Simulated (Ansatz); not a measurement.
## TiO: how the energy converges with the cutoff

TiO, P6_3/mmc, a = 2.852 Å, c = 5.568 Å. This isn't the usual stable structure of the compound. Ansatz: PBEsol, PAW, cutoff varied, Γ-centred 18×18×8 mesh on 4 atoms, Gaussian smearing 0.10 eV; no spin polarisation. Single points at one geometry, the cutoff alone changed; ΔE is the energy at zero smearing over the run at 850 eV (runs within 0.3 meV/atom of it are left out). The runs up to 380 eV lie under the cutoff recommended for these PAW datasets.

| cutoff (eV) | ΔE (meV/atom) |
| --- | --- |
| 150 | 20701.86 |
| 200 | 5667.41 |
| 250 | 1496.91 |
| 300 | 313.32 |
| 350 | 53.40 |
| 380 | 17.89 |
| 420 | 4.45 |
| 460 | ? |
| 520 | 0.92 |
| 600 | 0.57 |

Assume ΔE falls exponentially with the cutoff, fit y = ln ΔE against x, the cutoff in eV, to the other rows, and predict the missing value.

y = 9.938, 8.642, 7.311, 5.747, 3.978, 2.884, 1.493, -0.083, -0.562. Means x = 352.2, y = 4.3720; Σ(Δx)² = 172156, ΣΔxΔy = -4353; the slope is their ratio. y = 13.28 − 0.02529 x, a factor of ten per 91 eV. At 460 eV this gives ΔE = 5.19 meV/atom. The run gave 1.57, a ratio of 3.31. Between neighbouring rows the decay runs from a factor of ten per 63 eV to one per 385 eV, so one exponential is only a rough guide. The fast fall gives way to a slow tail.